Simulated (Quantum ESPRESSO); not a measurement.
# InAs under changes of volume

One of the cells (27.489 Å³/atom); the others are scaled copies at fixed shape and fractional positions:

```
In As
1.0
     0.00000    3.01800    3.01800
     3.01800    0.00000    3.01800
     3.01800    3.01800    0.00000
In As
1 1
Direct
  0.00000 0.00000 0.00000
  0.75000 0.75000 0.75000
```

| Property | Result |
| --- | --- |
| Program | Quantum ESPRESSO 7.5 |
| Functional | r2SCAN |
| Potentials or basis | SG15 PBE 1.2 |
| Cutoff | 952 eV |
| Density cutoff | 3810 eV |
| k mesh | 6 × 6 × 6 |
| Occupations | fermi-dirac, width 0.05 eV |
| Spin | no spin polarisation |

```tsv
volume (Å³/atom)	energy over the lowest point (meV/atom)	pressure (GPa)
25.840	46.34	6.3
26.389	27.40	4.7
26.939	13.70	3.2
27.489	4.85	1.8
28.039	?	?
28.588	0.00	-0.5
29.138	3.13	-1.5
```

Task: What does the run at 28.039 Å³/atom give?

Result: Energy over the lowest point 0.44 meV/atom; pressure 0.6 GPa.

Worked out: A Birch-Murnaghan fit of order 3 (a polynomial in V^(-2/3)) to the other rows has its minimum at 28.38 Å³/atom with B0 = V·E''(V) = 56 GPa and B' = 4.0. It gives 0.43 meV/atom at 28.039 Å³/atom, against the run's 0.44, and -dE/dV = 0.7 GPa, against 0.6.

Energies are extrapolated to zero smearing.

Caveats: the potentials were made for another functional, which shifts forces and pressure.
